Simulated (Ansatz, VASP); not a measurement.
## Two plane-wave programs on CaSe

Contents of INCAR:

```
SYSTEM = CaSe
ALGO = Normal
EDIFF = 1E-6
ENCUT = 520
GGA = PE
ISIF = 2
ISMEAR = 0
LASPH = .True.
LCHARG = .False.
LREAL = .False.
LWAVE = .False.
NBANDS = 15
NELM = 60
PREC = Accurate
SIGMA = 0.02
```

Contents of KPOINTS:

```
k-points
0
Gamma
  8 8 8
  0 0 0
```

POSCAR

```
CaSe
1.0
    0.0000000000      2.9176902400      2.9176902400
    2.9176902400      0.0000000000      2.9176902400
    2.9176902400      2.9176902400      0.0000000000
Ca Se
1 1
Direct
    0.0000000000      0.0000000000      0.0000000000
    0.5000000000      0.5000000000      0.5000000000
```

Input for Ansatz:

```yaml
crystal:
  lattice:
    - [0.0, 2.91769024, 2.91769024]
    - [2.91769024, 0.0, 2.91769024]
    - [2.91769024, 2.91769024, 0.0]
  atoms:
    - { symbol: Ca, position: [0.0, 0.0, 0.0] }
    - { symbol: Se, position: [0.5, 0.5, 0.5] }
basis:
  ecutwfc: 420
kpoints:
  mp_grid: { grid: [8, 8, 8] }
hamiltonian:
  xc: pbe
scf:
  occupations: { method: gaussian, width: 0.02 }
output:
  forces: true
  stress: true
  eigenvalues: true
```

Alike in both runs: task single point; functional PBE; k mesh 8 × 8 × 8; occupations gaussian, width 0.02 eV; no spin polarisation.

|  | VASP | Ansatz |
| --- | --- | --- |
| version | VASP 6.6.1 | Ansatz 0.2.0 |
| potentials or method | VASP PAW PBE potentials, release 64 (Ca_sv, Se) | scalar-relativistic, plane waves, PAW |
| plane-wave cutoff (eV) | 520 | 420 |
| valence electrons in the cell | 16 | 26 |

Ansatz gave:

* gap on the k mesh at the Fermi level (eV): 1.93
* least direct gap on the mesh (eV): 2.90
* pressure (GPa): 3.4

**Question.** What did VASP give for the same quantities?

**Answer.** gap on the k mesh at the Fermi level (eV): 1.92; least direct gap on the mesh (eV): 2.89; pressure (GPa): 3.6.

The two sets of potentials don't hold the same shells in valence.

A k mesh can miss the band edges.
